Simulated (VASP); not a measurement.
Here is a VASP 6.6.1 calculation.

File INCAR:

```
PREC     = Accurate       # precision mode
ENCUT    = 520            # plane-wave cutoff, eV
EDIFF    = 1E-7           # SCF threshold, eV
ISMEAR   = -1             # smearing method
SIGMA    = 0.05           # smearing width, eV
LREAL    = F              # projectors in reciprocal space
LASPH    = T              # aspherical terms in the spheres
NELM     = 60             # most SCF steps
ALGO     = Normal         # electronic algorithm
ISIF     = 2              # what is computed and relaxed
LWAVE    = F              # write WAVECAR
LCHARG   = F              # write CHGCAR
GGA      = PE             # functional
NBANDS   = 12             # bands
```

KPOINTS

```
Automatic mesh
0
Gamma
  10 10 10
```

The input POSCAR:

```
Cd
1.0
    1.6080291515      0.9283960635      2.4492874100
   -1.6080291515      0.9283960635      2.4492874100
    0.0000000000     -1.8567921270      2.4492874100
Cd
1
Direct
    0.0000000000      0.0000000000      0.0000000000
```

Potentials or basis: VASP PAW PBE potentials, release 64 (Cd).

Launch:

```console
$ cat potpaw_PBE.64/Cd/POTCAR > POTCAR
$ mpirun -np 1 vasp_std > vasp.out
```

Q: What does it give for the pressure?

A: 2.3 GPa.

Q: What does it give for the band gap on the k mesh?

A: None (metal or under the smearing width).

Stress tensor (GPa, compression positive):
```
2.10 0.00 0.00
0.00 2.10 0.00
0.00 0.00 2.84
```
